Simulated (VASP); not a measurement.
Runs of VASP 6.6.1 on C. The structure is hexagonal, space group P6_3/mmc (No. 194). The conventional cell has a = 2.522 Å, b = 2.522 Å, c = 8.237 Å, α = 90.00°, β = 90.00°, γ = 120.00°. C (site symmetry 3m) has 4 C at 1.54 Å as nearest neighbours. C (site symmetry 3m) has 4 C at 1.54 Å as nearest neighbours. This is a hexagonal form of diamond, not graphite.

| level | gap on the mesh (eV) | pressure (GPa) | largest force (eV/Å) |
| --- | --- | --- | --- |
| r2SCAN | (b) | (c) | 0.36 |
| SCAN | 4.80 | -3.7 | 0.35 |
| TPSS | (a) | 2.3 | 0.33 |
| rSCAN | 4.66 | -2.9 | 0.36 |

Alike in all rows: task band structure; potentials or basis VASP PAW PBE potentials, release 64 (C); no spin polarisation; cell as given; k mesh 12 × 12 × 4; cutoff (eV) 520; smearing fermi-dirac 0.05 eV.

Estimate the missing entries.

(a) 4.43; (b) 4.62; (c) -0.8.

Caveats: the PAW data sets were made with another functional, which shifts forces and pressure a little.

Runs at the PBE level aren't shown here.
